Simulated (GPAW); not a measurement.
Crystal: SnO.

```
CELL_PARAMETERS angstrom
3.81370 0.00000 0.00000
0.00000 3.81370 0.00000
0.00000 0.00000 4.88691
ATOMIC_POSITIONS crystal
Sn 0.50000 0.00000 0.76463
Sn 0.00000 0.50000 0.23537
O 0.00000 0.00000 0.00000
O 0.50000 0.50000 0.00000
```

The cell is a database's computed one.

* Program: GPAW 26.7.0
* Task: relaxation of cell and atoms
* Functional: PBEsol
* Dispersion: D4
* Potentials or basis: PAW data sets generated in the run's folder for this functional
* Cutoff: 800 eV
* Basis: pw
* k mesh: 4 × 4 × 4
* Occupations: fermi-dirac, width 0.05 eV
* Spin: no spin polarisation

At the start: pressure -2.6 GPa; volume 17.77 Å³/atom.

Q: Where does the relaxation end?

A: Over 31 steps the energy falls by 16.0 meV/atom and the volume is 15.97 Å³/atom (-10.1 %); space group P4/nmm (No. 129, to 0.05 Å).

Step by step:
| step | energy change (eV) | largest force (eV/Å) | pressure (GPa) | volume (Å³) |
| --- | --- | --- | --- | --- |
| 1 | 0.0000 | 0.0552 | -2.56 | 71.08 |
| 2 | -0.0023 | 0.0768 | -2.41 | 70.93 |
| 3 | -0.0064 | 0.1134 | -2.14 | 70.63 |
| 4 | -0.0118 | 0.1562 | -1.79 | 70.22 |
| 5 | -0.0181 | 0.1902 | -1.43 | 69.71 |
| 6 | -0.0251 | 0.1974 | -1.14 | 69.14 |
| 7 | -0.0323 | 0.1587 | -0.91 | 68.52 |
| 8 | -0.0383 | 0.0788 | -0.74 | 67.89 |
| 9 | -0.0426 | 0.0163 | -0.54 | 67.16 |
| 10 | -0.0454 | 0.0700 | -0.20 | 66.37 |
| 11 | -0.0480 | 0.0419 | 0.28 | 65.56 |
| 12 | -0.0518 | 0.0322 | 0.71 | 64.81 |
| 13 | -0.0573 | 0.0539 | 0.81 | 64.23 |
| 14 | -0.0625 | 0.0236 | 0.43 | 63.86 |
| 15 | -0.0630 | 0.0968 | -0.09 | 63.66 |
| 16 | -0.0632 | 0.0805 | -0.03 | 63.65 |
| 17 | -0.0633 | 0.0505 | 0.08 | 63.65 |
| 18 | -0.0634 | 0.0134 | 0.20 | 63.65 |
| 19 | -0.0635 | 0.0197 | 0.30 | 63.66 |
| 20 | -0.0635 | 0.0184 | 0.29 | 63.66 |
| 21 | -0.0635 | 0.0152 | 0.28 | 63.67 |
| 22 | -0.0635 | 0.0107 | 0.25 | 63.68 |
| 23 | -0.0636 | 0.0050 | 0.22 | 63.69 |
| 24 | -0.0636 | 0.0014 | 0.19 | 63.71 |
| 25 | -0.0636 | 0.0080 | 0.16 | 63.73 |
| 26 | -0.0637 | 0.0142 | 0.12 | 63.75 |
| 27 | -0.0637 | 0.0198 | 0.09 | 63.77 |
| 28 | -0.0638 | 0.0239 | 0.05 | 63.79 |
| 29 | -0.0638 | 0.0255 | 0.03 | 63.82 |
| 30 | -0.0639 | 0.0239 | 0.02 | 63.84 |
| 31 | -0.0639 | 0.0183 | 0.02 | 63.87 |

Final structure:
```cif
data_structure
_symmetry_space_group_name_H-M 'P 1'
_symmetry_Int_Tables_number 1
_cell_length_a 3.7559
_cell_length_b 3.7559
_cell_length_c 4.5277
_cell_angle_alpha 90.000
_cell_angle_beta 90.000
_cell_angle_gamma 90.000
_cell_volume 63.87
loop_
_atom_site_label
_atom_site_type_symbol
_atom_site_fract_x
_atom_site_fract_y
_atom_site_fract_z
_atom_site_occupancy
Sn1 Sn 0.50000 0.00000 0.74299 1
Sn2 Sn 0.00000 0.50000 0.25701 1
O1 O 0.00000 0.00000 0.00000 1
O2 O 0.50000 0.50000 0.00000 1
```

Caveat: the k mesh is coarse (spacing up to 0.41 Å⁻¹), so the values aren't converged; later steps reuse the first step's grids; pairwise dispersion overbinds metals, which lowers pressure and volume.
